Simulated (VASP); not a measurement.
Crystal: TaS2.

```
Ta S
1.0
     3.35000    0.00000    0.00000
    -1.67500    2.90119    0.00000
     0.00000    0.00000    5.86000
Ta S
1 2
Direct
  0.00000 0.00000 0.00000
  0.66667 0.33333 0.75000
  0.33333 0.66667 0.25000
```

| Item | Value |
| --- | --- |
| Program | VASP 6.6.1 |
| Task | relaxation of cell and atoms |
| Functional | RPBE |
| Potentials or basis | VASP PAW PBE potentials, release 64 (Ta_pv, S) |
| Cutoff | 600 eV |
| k mesh | 9 × 9 × 5 |
| Occupations | fermi-dirac, width 0.05 eV |
| Spin | no spin polarisation |

At the start: pressure 11.9 GPa; volume 18.98 Å³/atom.

Problem. Where does the relaxation end?

Solution. Over 39 steps the energy falls by 96.4 meV/atom and the volume is 25.28 Å³/atom (+33.2 %); space group P-3m1 (No. 164, to 0.05 Å).

Step by step:
```tsv
step	energy change (eV)	largest force (eV/Å)	pressure (GPa)	volume (Å³)
1	0.0000	1.3192	11.86	56.95
2	0.3291	2.3058	-13.37	69.33
3	-0.1751	0.3100	-0.31	61.16
4	-0.1755	0.2510	0.11	60.98
5	-0.1755	0.2241	0.31	60.89
6	-0.1871	0.2468	0.36	61.20
7	-0.2093	0.3166	0.62	62.10
8	-0.2024	0.4425	1.56	63.74
9	-0.2155	0.3399	1.04	62.73
10	-0.2238	0.3374	0.76	63.31
11	-0.2442	0.3226	0.01	65.08
12	-0.2669	0.2646	-1.15	68.71
13	-0.2695	0.2402	-1.53	70.17
14	-0.2777	0.0484	-0.01	70.45
15	-0.2778	0.0901	0.21	70.48
16	-0.2803	0.0718	0.29	70.72
17	-0.2840	0.0192	0.56	71.40
18	-0.2841	0.0094	0.61	71.52
19	-0.2845	0.1678	-0.47	72.58
20	-0.2850	0.0940	-0.02	72.14
21	-0.2858	0.0666	-0.07	72.43
22	-0.2862	0.0263	-0.15	72.87
23	-0.2864	0.0399	0.23	72.82
24	-0.2865	0.0267	0.15	72.83
25	-0.2868	0.0134	0.15	72.94
26	-0.2874	0.0252	0.15	73.28
27	-0.2874	0.0345	0.14	73.36
28	-0.2877	0.0603	-0.07	73.76
29	-0.2879	0.0851	-0.28	74.16
30	-0.2880	0.0765	-0.26	74.26
31	-0.2884	0.0505	-0.20	74.54
32	-0.2888	0.0023	-0.08	75.10
33	-0.2888	0.0121	-0.05	75.20
34	-0.2889	0.0150	-0.01	75.25
35	-0.2891	0.0242	0.11	75.39
36	-0.2890	0.0434	0.36	75.66
37	-0.2891	0.0321	0.20	75.49
38	-0.2892	0.0174	0.15	75.60
39	-0.2893	0.0156	0.02	75.85
```

Final structure:
```
CELL_PARAMETERS angstrom
3.40416 0.00000 0.00000
-1.70208 2.94809 0.00000
0.00000 0.00000 7.55803
ATOMIC_POSITIONS crystal
Ta 0.00000 0.00000 0.00000
S 0.66667 0.33333 0.79674
S 0.33333 0.66667 0.20326
```

Caveat: the volume moved by over 15 % at a fixed basis, so the end points are rough; the PAW data sets were made with another functional, which shifts forces and pressure a little; this functional lacks dispersion, which binds the layers, so the pressure and a relaxed spacing across them are unreliable, and here the layers came unbound; the volume moved by +33 % from the deposited cell, more than functionals usually miss.
